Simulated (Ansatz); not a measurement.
Several faces are cut from this relaxed crystal of Hf:

```
Hf
1.0
     3.20476    0.00000    0.00000
    -1.60238    2.77541    0.00000
     0.00000    0.00000    5.06758
Hf
2
Cartesian
  0.0000 1.8503 3.8007
  1.6024 0.9251 1.2669
```

Miller indices refer to the conventional cell, a = 3.205 Å, b = 3.205 Å, c = 5.068 Å, α = 90.00°, β = 90.00°, γ = 120.00°.

Method: DFT PBE, scalar-relativistic, plane waves, PAW (Ansatz). Cutoff 420 eV, Γ-centred meshes, Gaussian smearing of 0.10 eV, no spin polarisation.

All atoms of each slab relax at the bulk's in-plane cell, with a dipole correction; γ is the mean of a slab's two faces. Bonds are neighbours within 10 % of the shortest distances in the bulk.

Problem. How do these faces compare: (001); (101)?

Solution. 
```csv
face,planes,thickness (Å),area (Å²),cut bonds per Å²,γ as cut (J/m²),γ relaxed (J/m²)
(001),4,7.6,8.89,0.337,1.86,1.73
(101),10,10.1,18.52,0.378,1.84,1.78
```

Problem. Which shape does a crystal take in vacuum at zero temperature, if only these faces and their equivalents are allowed (Wulff construction)?

Solution. Shares of the surface area: (001) 16 %, (101) 84 %. Faces that weren't computed or are left out here could take a part.

Faces whose slabs rebuild by over 0.8 Å, distort in their middle or lose their symmetry through the k mesh, and polar cuts of insulators, are left out. Of the terminations computed for a plane the cheapest is shown.

The slabs are thin, so differences under about 0.05 J/m² or 0.1 eV aren't settled, and faces are 1×1 cells, without the reconstructions that some real ones have. Spin-orbit coupling is left out, which matters for the bands of heavy elements.

The two faces are practically equal in energy, and their order even reverses on relaxation, so neither can be called the more stable. Counting broken bonds would favour (001), with 0.337 against 0.378 cut bonds per Å², but the energies as cut don't follow that difference. This is plausible for a group 4 metal, whose cohesion comes from a partly filled, delocalised d band: the energy grows less than linearly with coordination, and surface atoms strengthen their remaining bonds, so a cut bond has no fixed price.

The 84 % share of (101) therefore doesn't reflect a lower energy. It comes mainly from symmetry, as twelve equivalent pyramidal facets compete with only two basal ones, giving a hexagonal bipyramid with truncated tips. Both energies lie below the usual estimates for hafnium derived from the surface tension of the liquid metal, probably in part because PBE tends to underestimate the surface energies of metals.
